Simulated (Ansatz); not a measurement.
# CaO (Fm-3m) at 4 levels of theory

One geometry, relaxed with PBE; plane waves with PAW potentials in Ansatz, scalar-relativistic. No spin polarisation. Gaps are the least over mesh and band path; pressure is positive in compression, and isn't given for hybrids.

```cif
data_structure
_symmetry_space_group_name_H-M 'P 1'
_symmetry_Int_Tables_number 1
_cell_length_a 3.4155
_cell_length_b 3.4155
_cell_length_c 3.4155
_cell_angle_alpha 60.000
_cell_angle_beta 60.000
_cell_angle_gamma 60.000
_cell_volume 28.17
loop_
_atom_site_label
_atom_site_type_symbol
_atom_site_fract_x
_atom_site_fract_y
_atom_site_fract_z
_atom_site_occupancy
Ca1 Ca 0.50000 0.50000 0.50000 1
O1 O 0.00000 0.00000 0.00000 1
```

```tsv
level	cutoff (eV)	k mesh	gap (eV)	pressure (GPa)
PBE	420	8×8×8	3.66	0.0
r2SCAN	500	8×8×8	4.20	-2.5
HSE06	420	6×6×6	5.31	-
LDA	420	8×8×8	3.49	-8.4
```

The cell was reached from a generator's guess, though it ends in a space group that the Crystallography Open Database lists for this formula.
